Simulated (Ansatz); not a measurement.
The system is TiAl.

```
Ti Al
1.0
     2.86726    0.00000    0.00000
    -1.43363    2.48312    0.00000
     0.00000    0.00000    4.67808
Ti Al
1 1
Direct
  0.00000 0.00000 0.00000
  0.33333 0.66667 0.50000
```

The cell comes from a database or a generator and needn't be the stable form of this composition.

```yaml
Program: Ansatz 0.2.0
Task: relaxation of cell and atoms
Functional: PBEsol
Potentials_or_basis: Ansatz PAW
Cutoff: "420 eV (not typed: the program's choice for these potentials)"
k_mesh: 11 × 11 × 6
Occupations: fermi-dirac, width 0.05 eV
Spin: no spin polarisation
```

At the start: volume 16.65 Å³/atom.

Q: Where does the relaxation end?

A: It ends after 5 steps and the volume is 16.23 Å³/atom (-2.5 %); space group P-6m2 (No. 187, to 0.05 Å).

Step by step:
| step | energy change (eV) | largest force (eV/Å) | volume (Å³) |
| --- | --- | --- | --- |
| 1 | 0.0000 | 0.0000 | 33.31 |
| 2 | -0.0036 | 0.0000 | 31.81 |
| 3 | -0.0088 | 0.0000 | 32.49 |
| 4 | -0.0088 | 0.0000 | 32.47 |
| 5 | -0.0087 | 0.0000 | 32.47 |

Final structure:
```
CELL_PARAMETERS angstrom
2.85085 0.00000 0.00000
-1.42542 2.46891 0.00000
0.00000 0.00000 4.61253
ATOMIC_POSITIONS crystal
Ti 0.00000 0.00000 0.00000
Al 0.33333 0.66667 0.50000
```

Caveat: the plane-wave basis is chosen anew once the cell has moved, so the energies of steps on either side of that aren't comparable; the PAW data sets come from PBE, with cores solved anew for the run's functional, which leaves a small shift of forces and pressure.
